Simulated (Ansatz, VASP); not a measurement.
AgCl in VASP and in Ansatz

Contents of INCAR:

```
ALGO = Normal ; EDIFF = 1E-7
ENCUT = 520 ; GGA = PS
ISIF = 2 ; ISMEAR = -1
LASPH = T ; LCHARG = F
LREAL = F ; LWAVE = F
NBANDS = 16 ; NELM = 100
PREC = Accurate ; SIGMA = 0.01
```

The input KPOINTS:

```
k-points
0
Gamma
  9 9 9
```

POSCAR

```
AgCl
1.0
    0.0000000000      2.7638751816      2.7638751816
    2.7638751816      0.0000000000      2.7638751816
    2.7638751816      2.7638751816      0.0000000000
Ag Cl
1 1
Direct
    0.5000000000      0.5000000000      0.5000000000
    0.0000000000      0.0000000000      0.0000000000
```

Input for Ansatz:

```yaml
crystal:
  lattice:
    - [0.0, 2.7638751816, 2.7638751816]
    - [2.7638751816, 0.0, 2.7638751816]
    - [2.7638751816, 2.7638751816, 0.0]
  atoms:
    - { symbol: Ag, position: [0.5, 0.5, 0.5] }
    - { symbol: Cl, position: [0.0, 0.0, 0.0] }
kpoints:
  mp_grid: { grid: [9, 9, 9] }
  band_path:
    path:
      - [0.0, 0.0, 0.0]
      - [0.5, 0.0, 0.5]
      - [0.625, 0.25, 0.625]
      - [0.375, 0.375, 0.75]
      - [0.0, 0.0, 0.0]
      - [0.5, 0.5, 0.5]
      - [0.5, 0.25, 0.75]
      - [0.5, 0.0, 0.5]
    npoints: 5
scf:
  occupations: { method: fermi_dirac, width: 0.01 }
hamiltonian:
  xc: pbesol
  pseudopotentials: { kind: all_electron, lapw: { basis_error: 0.0005 } }
output:
  forces: true
  stress: true
  eigenvalues: true
```

Change from the starting cell: volume scaled by 0.99.

Alike in both runs: task single point; functional PBEsol; k mesh 9 × 9 × 9; occupations fermi-dirac, width 0.01 eV; no spin polarisation.

|  | VASP | Ansatz |
| --- | --- | --- |
| version | VASP 6.6.1 | Ansatz 0.2.0 |
| potentials or method | VASP PAW PBE potentials, release 64 (Ag, Cl) | all-electron LAPW, scalar-relativistic |
| plane-wave cutoff (eV) | 520 | see its input |

Ansatz gave:

| Item | Value |
| --- | --- |
| gap on the k mesh at the Fermi level (eV) | 0.78 |
| pressure (GPa) | -2.2 |

Task: Which values does VASP return?

Result: gap on the k mesh at the Fermi level (eV): 0.77; pressure (GPa): -2.3.

Ansatz ran all-electron here, so the differences hold the error of VASP's frozen core and of both bases.

Caveats: the PAW data sets were made with another functional, which shifts forces and pressure a little (VASP); an odd mesh through Γ misses points on the zone boundary, where band edges often lie.
